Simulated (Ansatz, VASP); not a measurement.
# HfN in VASP and in Ansatz

INCAR

```
  ALGO = Normal
  EDIFF = 1E-6
  ENCUT = 520
  GGA = PE
  ISIF = 2
  ISMEAR = 0
  LASPH = T
  LCHARG = F
  LREAL = F
  LWAVE = F
  NBANDS = 14
  NELM = 80
  PREC = Accurate
  SIGMA = 0.15
```

File KPOINTS:

```
k-points
0
Gamma
  16 16 16
```

The input POSCAR:

```
HfN
1.0
    0.0000000000      2.2738140414      2.2738140414
    2.2738140414      0.0000000000      2.2738140414
    2.2738140414      2.2738140414      0.0000000000
Hf N
1 1
Direct
    0.0006695498     -0.0006695498      0.0006695498
    0.4914680798      0.5085319202      0.4914680798
```

Input for Ansatz:

```yaml
crystal:
  lattice:
    - [0.0, 2.2738140414, 2.2738140414]
    - [2.2738140414, 0.0, 2.2738140414]
    - [2.2738140414, 2.2738140414, 0.0]
  atoms:
    - { symbol: Hf, position: [0.0006695498, -0.0006695498, 0.0006695498] }
    - { symbol: "N", position: [0.4914680798, 0.5085319202, 0.4914680798] }
basis:
  ecutwfc: 520.0
kpoints:
  mp_grid: { grid: [16, 16, 16] }
hamiltonian:
  xc: pbe
  pseudopotentials: { kind: paw, azcp: { folder: soft_1 } }
scf:
  occupations: { method: gaussian, width: 0.15 }
output:
  forces: true
  stress: true
  eigenvalues: true
```

Change from the starting cell: mode 5 frozen in at -0.039 Å, normal strain along y +0.0000.

Alike in both runs: task single point; functional PBE; k mesh 16 × 16 × 16; occupations gaussian, width 0.15 eV; no spin polarisation.

|  | VASP | Ansatz |
| --- | --- | --- |
| version | VASP 6.6.1 | Ansatz 0.2.0 |
| potentials or method | VASP PAW PBE potentials, release 64 (Hf_pv, N) | scalar-relativistic, plane waves, PAW |
| plane-wave cutoff (eV) | 520 | 520 |
| valence electrons in the cell | 15 | 31 |

VASP gave:

| Property | Result |
| --- | --- |
| gap on the k mesh at the Fermi level (eV) | none |
| pressure (GPa) | -2.1 |
| largest component of the traceless stress (GPa) | 0.43 |
| rms of the force components (eV/Å) | 0.264 |

Which values does Ansatz return?

gap on the k mesh at the Fermi level (eV): none; pressure (GPa): 0.2; largest component of the traceless stress (GPa): 0.43; rms of the force components (eV/Å): 0.265.

Atom by atom the forces differ by 0.001 eV/Å (rms over components). A gap of «none» marks a metal or a gap that the smearing closes. With one functional, cell and mesh, what is left measures potentials, basis and numerics. The two sets of potentials don't hold the same shells in valence.

Spin-orbit coupling is left out, which matters for the levels of Hf.
